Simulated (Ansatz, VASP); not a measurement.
Two plane-wave programs on Br

INCAR

```
SYSTEM = Br
AGGAC = 1.0
AGGAX = 1.0
ALDAC = 0.0
ALDAX = 1.0
ALGO = Normal
EDIFF = 1E-6
ENCUT = 520
GGA = B5
ISIF = 2
ISMEAR = -1
LASPH = .True.
LCHARG = .False.
LREAL = .False.
LWAVE = .False.
NBANDS = 22
NELM = 80
PREC = Accurate
SIGMA = 0.05
```

KPOINTS

```
k-points
0
Gamma
  7 7 3
  0 0 0
```

File POSCAR:

```
Br
1.0
    3.3632500000     -2.3225500000      0.0000000000
    3.3632500000      2.3225500000      0.0000000000
    0.0000000000      0.0000000000      8.7023000000
Br
4
Direct
    0.3651000000      0.6349000000      0.3901000000
    0.1349000000      0.8651000000      0.8901000000
    0.6349000000      0.3651000000      0.6099000000
    0.8651000000      0.1349000000      0.1099000000
```

The input input.yaml:

```yaml
crystal:
  lattice:
    - [3.36325, -2.32255, 0.0]
    - [3.36325, 2.32255, 0.0]
    - [0.0, 0.0, 8.7023]
  atoms:
    - { symbol: Br, position: [0.3651, 0.6349, 0.3901] }
    - { symbol: Br, position: [0.1349, 0.8651, 0.8901] }
    - { symbol: Br, position: [0.6349, 0.3651, 0.6099] }
    - { symbol: Br, position: [0.8651, 0.1349, 0.1099] }
hamiltonian:
  xc: blyp
  pseudopotentials: { kind: paw }
kpoints:
  mp_grid: { grid: [7, 7, 3] }
  band_path:
    path:
      - [[0.0, 0.0, 0.0], [0.3692207505, -0.3692207505, 0.0], [0.0, -0.5, 0.0], [0.0, -0.5, -0.5], [0.3692207505, -0.3692207505, -0.5], [0.0, 0.0, -0.5], [0.0, 0.0, 0.0], [-0.5, -0.5, 0.0], [-0.3692207505, -0.6307792495, 0.0], [-0.3692207505, -0.6307792495, -0.5], [-0.5, -0.5, -0.5], [-0.5, -0.5, 0.0]]
      - [[0.0, 0.0, -0.5], [-0.5, -0.5, -0.5]]
    npoints: 14
scf:
  occupations: { method: fermi_dirac, width: 0.05 }
  n_extra_bands: 10
output:
  forces: true
  stress: true
  eigenvalues: true
  fatbands: false
```

Alike in both runs: functional BLYP; k mesh 7 × 7 × 3; occupations fermi-dirac, width 0.05 eV; no spin polarisation.

|  | VASP | Ansatz |
| --- | --- | --- |
| version | VASP 6.6.1 | Ansatz 0.2.0 |
| potentials or method | VASP PAW PBE potentials, release 64 (Br) | Ansatz PAW |
| plane-wave cutoff (eV) | 520 | 420 |
| valence electrons in the cell | 28 | 28 |
| task | single point | band structure |

```tsv
	VASP	Ansatz	Ansatz less VASP
gap on the k mesh at the Fermi level (eV)	1.88	1.88	+0.003
least direct gap on the mesh (eV)	1.89	1.90	+0.003
pressure (GPa)	3.8	3.7	-0.05
largest component of the traceless stress (GPa)	2.14	2.08	-0.068
rms of the force components (eV/Å)	0.747	0.731	-0.0167
```

Atom by atom the forces differ by 0.017 eV/Å (rms over components).

Caveats: the PAW data sets were made with another functional, which shifts forces and pressure a little (VASP); an odd mesh through Γ misses points on the zone boundary, where band edges often lie (VASP); the k mesh misses the band edges, so the gap on the mesh is wider than the one along the path (Ansatz); the PAW data sets come from PBE, with cores solved anew for the run's functional, which leaves a small shift of forces and pressure (Ansatz); forces of over 1 eV/Å show positions far from the minimum, so gaps and moduli don't describe the material at rest (Ansatz).
